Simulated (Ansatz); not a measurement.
# Mo and the effect of the choice of potentials or basis

Symmetry: Im-3m, No. 229, cubic system. Conventional cell: a = 3.168 Å, b = 3.168 Å, c = 3.168 Å, α = 90.00°, β = 90.00°, γ = 90.00°. Mo (site symmetry m-3m) is surrounded by 8 Mo at 2.74 Å.

Kept alike: task equation of state; functional PBEsol; k mesh 12 × 12 × 12; occupations fermi-dirac, width 0.05 eV; no spin polarisation. Program: Ansatz. Cutoffs run from 420 to 1800 eV. The mesh is that of the run's cell of 1 atom. No spin-orbit coupling.

```csv
choice of potentials or basis,volume (Å³/atom),bulk modulus (GPa)
Ansatz PAW,15.319,283.4
Ansatz PAW (files of its older set among them),15.319,283.3
JTH PAW,15.341,283.2
PseudoDojo standard,15.337,283.2
PseudoDojo stringent,15.337,283.2
```

For a metal such a mesh leaves the last digits unconverged. Volume and modulus come from cells scaled at fixed shape and fractions.

What does the choice of potentials or basis change here?

The volume runs from 15.319 (Ansatz PAW; Ansatz PAW (files of its older set among them)) to 15.341 Å³/atom (JTH PAW). Measured: 15.59 Å³/atom (pmc:5456621, doi:10.3390/ma9100834); nearest JTH PAW; PseudoDojo standard; PseudoDojo stringent, 0.25 Å³/atom off. The runs are for a static lattice. The bulk modulus runs from 283.2 (JTH PAW; PseudoDojo standard; PseudoDojo stringent) to 283.4 GPa (Ansatz PAW).
